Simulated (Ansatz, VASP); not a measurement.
Two plane-wave programs on AgCl

```
Ag Cl
1.0
     0.00000    2.75608    2.75608
     2.75608    0.00000    2.75608
     2.75608    2.75608    0.00000
Ag Cl
1 1
Direct
  0.00000 0.00000 0.00000
  0.50000 0.50000 0.50000
```

Alike in both runs: functional PBE; dispersion D3(BJ); k mesh 8 × 8 × 8; occupations gaussian, width 0.02 eV; no spin polarisation.

Ansatz relaxed the structure, and its values are those at the end. VASP's run is a single point on that final structure, the one shown.

```csv
,VASP,Ansatz
version,VASP 6.6.1,Ansatz 0.2.0
potentials or method,"VASP PAW PBE potentials, release 64 (Ag, Cl)","scalar-relativistic, plane waves, PAW"
plane-wave cutoff (eV),520,420
valence electrons in the cell,18,26
```

|  | VASP | Ansatz | Ansatz less VASP |
| --- | --- | --- | --- |
| gap on the k mesh at the Fermi level (eV) | 0.91 | 0.91 | +0.003 |
| least direct gap on the mesh (eV) | 3.24 | 3.24 | +0.002 |
| pressure (GPa) | -0.2 | 0.0 | +0.15 |

The two sets of potentials don't hold the same shells in valence.

A k mesh can miss the band edges.
